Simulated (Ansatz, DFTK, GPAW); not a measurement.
## One calculation of Ir, 3 ways

```xyz
1
Lattice="0.0000 1.9156 1.9156 1.9156 0.0000 1.9156 1.9156 1.9156 0.0000" Properties=species:S:1:pos:R:3 pbc="T T T"
Ir    0.0000    0.0000    0.0000
```

Alike in all runs: task band structure; functional PBEsol; k mesh 12 × 12 × 12; occupations fermi-dirac, width 0.05 eV; no spin polarisation; no spin-orbit coupling. Pressure is positive in compression and, in plane waves, holds the error of the finite cutoff.

```tsv
program and potentials	plane-wave cutoff (eV)	notes	pressure (GPa)
Ansatz, all-electron LAPW, scalar-relativistic	-	-	?
DFTK, SG15 1.2 (PBE)	952	potentials made for PBE; 17 valence electrons an atom on average	-0.30
GPAW, PAW data sets generated for this functional	600	15 valence electrons an atom on average	-1.98
```

Task: Estimate from the other rows what the run with Ansatz, all-electron LAPW, scalar-relativistic gave.

Result: Pressure -0.72 GPa. The other rows, which needn't bracket it: pressure -1.98 to -0.30.
